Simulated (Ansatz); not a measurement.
# Relaxing Zn7Se8

All numbers below come from DFT PBEsol, scalar-relativistic, plane waves, PAW in Ansatz. (420 eV cutoff, 2×2×2 k-mesh, Gaussian smearing of 0.02 eV, no spin polarisation)

What was changed: Zn after trading places with the vacancy, charge -2, atoms relaxed.

In a supercell of 15 atoms the defect feels its periodic images.

Spin polarisation was left out.

Command:

```bash
ansatz run input.yaml --threads 4 --pin off --max-ram 10240MiB --backend cpu --events-out ev --progress --plain --runs-dir out
```

Input:

```yaml
crystal:
  lattice:
    - [0.0, 5.6332473971, -5.6332473971]
    - [5.6332473971, 5.6332473971, 0.0]
    - [5.6332473971, 0.0, -5.6332473971]
  atoms:
    - { symbol: Zn, position: [0.5, 0.0, 0.0] }
    - { symbol: Zn, position: [1.0, 0.5, 0.0] }
    - { symbol: Zn, position: [1.0, 0.0, 0.0] }
    - { symbol: Zn, position: [0.5, 0.5, 0.5] }
    - { symbol: Zn, position: [0.5, 0.0, 0.5] }
    - { symbol: Zn, position: [1.0, 0.5, 0.5] }
    - { symbol: Zn, position: [1.0, 0.0, 0.5] }
    - { symbol: Se, position: [0.375, 0.375, 0.375] }
    - { symbol: Se, position: [0.375, 0.875, 0.375] }
    - { symbol: Se, position: [0.875, 0.375, 0.375] }
    - { symbol: Se, position: [0.875, 0.875, 0.375] }
    - { symbol: Se, position: [0.375, 0.375, 0.875] }
    - { symbol: Se, position: [0.375, 0.875, 0.875] }
    - { symbol: Se, position: [0.875, 0.375, 0.875] }
    - { symbol: Se, position: [0.875, 0.875, 0.875] }
total_charge: -2
basis:
  ecutwfc: 420
  xc_grid: 2
kpoints:
  mp_grid: { grid: [2, 2, 2], shift: [0.0, 0.0, 0.0] }
hamiltonian:
  xc: pbesol
scf:
  occupations: { method: gaussian, width: 0.02 }
output:
  forces: true
  stress: false
  eigenvalues: true
relax:
  adjacent_minimum: "off"
  f_tol: 0.02
  max_steps: 60
```

F is the free energy.

Steps:

| step | F − F(1) (eV) | largest force component (eV/Å) |
| --- | --- | --- |
| 1 | 0.0000 | 0.963 |
| 2 | -0.5156 | 0.363 |
| 3 | -0.5969 | 0.053 |
| 4 | -0.5988 | 0.001 |

Relaxed structure:

```yaml
crystal:
  lattice:
    - [0.00000, 5.63325, -5.63325]
    - [5.63325, 5.63325, 0.00000]
    - [5.63325, 0.00000, -5.63325]
  atoms:
    - { symbol: Zn, position: [0.48643, 0.01357, 0.98643] }
    - { symbol: Zn, position: [0.01357, 0.48643, 0.98643] }
    - { symbol: Zn, position: [0.01357, 0.01357, 0.98643] }
    - { symbol: Zn, position: [0.48643, 0.48643, 0.51357] }
    - { symbol: Zn, position: [0.48643, 0.01357, 0.51357] }
    - { symbol: Zn, position: [0.01357, 0.48643, 0.51357] }
    - { symbol: Zn, position: [0.00000, 0.00000, 0.50000] }
    - { symbol: Se, position: [0.38219, 0.38219, 0.35343] }
    - { symbol: Se, position: [0.37803, 0.87399, 0.37399] }
    - { symbol: Se, position: [0.87399, 0.37803, 0.37399] }
    - { symbol: Se, position: [0.87399, 0.87399, 0.37399] }
    - { symbol: Se, position: [0.38219, 0.38219, 0.88219] }
    - { symbol: Se, position: [0.38219, 0.85343, 0.88219] }
    - { symbol: Se, position: [0.85343, 0.38219, 0.88219] }
    - { symbol: Se, position: [0.87399, 0.87399, 0.87803] }
```

Symmetry: F-43m, No. 216, cubic system. The conventional cell has a = 11.266 Å, b = 11.266 Å, c = 11.266 Å, α = 90.00°, β = 90.00°, γ = 90.00°. Zn (site symmetry 2mm) is surrounded by 4 Se at 2.41 to 2.53 Å. Zn (site symmetry -43m) is surrounded by 4 Se at 2.46 Å. Se (site symmetry 3m) is surrounded by 3 Zn at 2.41 Å. Se (site symmetry 3m) is surrounded by 4 Zn at 2.46 to 2.53 Å.

The run converged. The run took 9.9 s on 4 threads of Arm Neoverse V2 (shared host), peak memory 0.93 GiB.